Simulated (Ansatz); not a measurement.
**How far is PAW off for NbAs?**

```
CELL_PARAMETERS angstrom
0.00000 2.63760 2.63760
2.63760 0.00000 2.63760
2.63760 2.63760 0.00000
ATOMIC_POSITIONS crystal
Nb 0.00000 0.00000 0.00000
As 0.50000 0.50000 0.50000
```

Atom numbers follow the list: Nb1, As2.

The cell was built from the rocksalt type and relaxed in the same program, and has space group Fm-3m; it needn't be a known or the stable phase.

Levels of theory: DFT, PBE, PAW with Ansatz's default frozen-core files, scalar-relativistic (Ansatz 0.2.0); DFT, PBE, all-electron PAW with datasets made for the crystal, scalar-relativistic (Ansatz 0.2.0); DFT, PBE, all-electron LAPW, scalar-relativistic (Ansatz 0.2.0).

For PAW: a Γ-centred 11×11×11 k mesh, Fermi–Dirac smearing of 0.05 eV, cutoff 420 eV, no spin polarisation. The crystal-made all-electron datasets (AE datasets) take a cutoff of 240 eV at this cell. LAPW targets a basis error of 0.25 meV/atom. The Ansatz runs share mesh, smearing and spin set-up. Plane-wave (PAW) pressures include the program's estimate of the Pulay term.

Stress and pressure are positive in compression.

Levels count from the Fermi level.

```csv
quantity,PAW,AE datasets,LAPW
pressure (GPa),0.00,-0.01,-0.02
highest filled level at U (eV),-1.011,-1.011,-1.011
lowest empty level at U (eV),0.788,0.789,0.789
highest filled level at Γ (eV),-0.223,-0.224,-0.224
highest filled level at X (eV),-0.012,-0.012,-0.012
lowest empty level at X (eV),1.207,1.207,1.207
```

PAW's pressure differs from the LAPW value by about 0.01 GPa or less. Datasets made for the crystal and LAPW share parts of one code, so their agreement isn't an independent check.
